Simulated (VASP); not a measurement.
Wanted: the native input for a VASP 6.6.1 run.

```yaml
Task: relaxation of the atoms
Functional: PBE
Potentials_or_basis: VASP PAW PBE potentials, release 64 (In_d, P)
Cutoff: 600 eV
k_mesh: 8 × 8 × 8
Occupations: gaussian, width 0.03 eV
Spin: no spin polarisation
Further_INCAR_settings: ALGO = Fast; EDIFF = 1e-07; IBRION = 2; EDIFFG = -0.01; NSW = 40
```

The structure of InP lies in POSCAR:

```
InP                                     
1.0
    0.0000000000      2.9591588982      2.9591588982
    2.9591588982      0.0000000000      2.9591588982
    2.9591588982      2.9591588982      0.0000000000
  In              P             
     1     1
Direct
     0.0000000000000000    0.0000000000000000    0.0000000000000000
     0.2500000000000000    0.2500000000000000    0.2500000000000000
```

The cell isn't the ideal one: a relaxed cell with its volume scaled by 0.98.

The input as run:

INCAR

```
PREC = Accurate ; ENCUT = 600
EDIFF = 1E-7 ; ISMEAR = 0
SIGMA = 0.03 ; LREAL = False
LASPH = True ; NELM = 80
ALGO = Fast ; ISIF = 2
LWAVE = False ; LCHARG = False
GGA = PE ; IBRION = 2
NSW = 40 ; EDIFFG = -0.01
```

KPOINTS

```
Automatic mesh
0
Gamma
  8 8 8
```

Potentials or basis: VASP PAW PBE potentials, release 64 (In_d, P).

Run with:

```sh
$ cat potpaw_PBE.64/In_d/POTCAR potpaw_PBE.64/P/POTCAR > POTCAR
$ mpirun -np 1 vasp_std > vasp.out
```

It gave:

```json
{
 "Pressure after relaxing": "1.3 GPa",
 "Band gap on the k mesh": "0.55 eV, direct"
}
```

Caveat: the relaxation stopped at its first step, so nothing moved; spin-orbit coupling is left out, which moves the levels of the heavy elements.

Wall time 55 s on 1 thread of Intel(R) Xeon(R) Platinum 8375C CPU @ 2.90GHz (Ice Lake), with other jobs on the host, peak memory 0.21 GiB.
